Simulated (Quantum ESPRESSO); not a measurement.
# Ti under changes of volume

One of the cells (17.636 Å³/atom); the others are scaled copies at fixed shape and fractional positions:

```xyz
2
Lattice="2.9500 0.0000 0.0000 -1.4750 2.5548 0.0000 0.0000 0.0000 4.6800" Properties=species:S:1:pos:R:3 pbc="T T T"
Ti    1.4750    0.8516    3.5100
Ti    0.0000    1.7032    1.1700
```

```yaml
Program: Quantum ESPRESSO 7.5
Functional: LDA
Potentials_or_basis: GBRV 1.5 LDA
Cutoff: 612 eV
Density_cutoff: 4898 eV
k_mesh: 10 × 10 × 6
Occupations: fermi-dirac, width 0.05 eV
Spin: no spin polarisation
```

```tsv
volume (Å³/atom)	energy over the lowest point (meV/atom)	pressure (GPa)
16.577	0.00	-3.5
16.930	10.26	-5.8
17.283	25.34	-7.9
17.636	44.75	-9.7
17.988	68.12	-11.5
18.341	95.08	-13.0
18.694	?	?
```

What does the run at 18.694 Å³/atom give?

Energy over the lowest point 125.26 meV/atom; pressure -14.4 GPa.

Worked out: A Birch-Murnaghan fit of order 3 (a polynomial in V^(-2/3)) to the other rows has its minimum at 16.10 Å³/atom, just outside them, with B0 = V·E''(V) = 126 GPa and B' = 3.5 at fixed shape and positions, which overstates the stiffness. It gives 125.33 meV/atom at 18.694 Å³/atom, against the run's 125.26, and -dE/dV = -14.4 GPa, against -14.4.

Energies are extrapolated to zero smearing.
